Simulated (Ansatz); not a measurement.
## Bi: pressure and energy above lowest point against volume per atom

Equation of state of a cubic crystal from periodic Kohn-Sham density functional theory without spin; pressure corrected for the finite basis. The results are calculated, by Ansatz 0.2.0 development build.

Cell of the first row (space group Fd-3m, No. 227):
```
CELL_PARAMETERS angstrom
0.00000 3.54790 3.54790
3.54790 0.00000 3.54790
3.54790 3.54790 0.00000
ATOMIC_POSITIONS crystal
Bi 0.00000 0.00000 0.00000
Bi 0.25000 0.25000 0.25000
```

Settings of every row: formula Bi; structure type diamond; functional r2SCAN; spin treatment none; k mesh 8x8x8; occupation method fermi-dirac; occupation width 0.1 eV; wave cutoff 500 eV; datasets hand-made PAW; density cutoff ratio 4; xc grid level 2.

Limits: a cubic model structure, not a phase known at ambient conditions; no spin-orbit coupling with 6p elements; the SCF threshold is loose for a stress in some rows.

| row | volume per atom (Å³) | pressure (GPa) | energy above lowest point (meV/atom) |
| --- | --- | --- | --- |
| 1 | 44.661 | 2.201 | 18.19 |
| 2 | 46.117 | ? | ? |
| 3 | 47.574 | -0.075 | 0 |
| 4 | 49.03 | -0.962 | 4.84 |
| 5 | 50.486 | -1.715 | 17.1 |

Question: what pressure and energy above lowest point should row 2 give?

Worked fit of pressure. Take u = (V_r/V)^(2/3) − 1 with V_r = 48.302 Å³ an atom, which is twice the finite (Eulerian) strain; such expansions in the strain, on which the Birch-Murnaghan equation of state is built, carry the rest volume and the bulk modulus. The shown rows have u = 0.05364, 0.01018, -0.00992, -0.02905. Least squares give pressure = −0.5373 + 44.219 × u + 127.3 × u² GPa; a straight line predicts inner rows, each left out in turn, worse (root mean square 0.13 against 0.0029 GPa). The rows lie off it by 0.000, -0.001, 0.001, -0.001. The pressure vanishes at u = 0.0118, or V = 47.46 Å³ an atom, and there the bulk modulus at fixed shape and fractions is B = −V dP/dV = (2/3)(1 + u) dP/du = 31.8 GPa. The withheld row has u = 0.03134, so the fit gives −0.5373 + 44.219 × (0.03134) + 127.3 × (0.03134)² = 0.974 GPa.

The calculation gave 0.969 GPa. The fit lies 0.005 GPa (0.13 % of the column's range) above it; its largest miss of a shown row is 0.001 GPa.

Worked fit of energy above lowest point. Take u = (V_r/V)^(2/3) − 1 with V_r = 48.302 Å³ an atom, which is twice the finite (Eulerian) strain; such expansions in the strain, on which the Birch-Murnaghan equation of state is built, carry the rest volume and the bulk modulus. The shown rows have u = 0.05364, 0.01018, -0.00992, -0.02905. Least squares give energy above lowest point = 1.404 − 240.85 × u + 10322.9 × u² meV/atom; a straight line predicts inner rows, each left out in turn, worse (root mean square 11 against 0.063 meV/atom). The rows lie off it by 0.00, -0.02, 0.03, -0.01. Its lowest point lies at u = 0.0117, or V = 47.47 Å³ an atom, and the curvature there gives the bulk modulus at fixed shape and fractions, B = (4/9)(1 + u)² E″(u)/V = 31.7 GPa. The withheld row has u = 0.03134, so the fit gives 1.404 − 240.85 × (0.03134) + 10322.9 × (0.03134)² = 3.99 meV/atom.

The calculation gave 3.94 meV/atom. The fit lies 0.05 meV/atom (1.3 % of the value, 0.27 % of the column's range) above it; its largest miss of a shown row is 0.03 meV/atom.
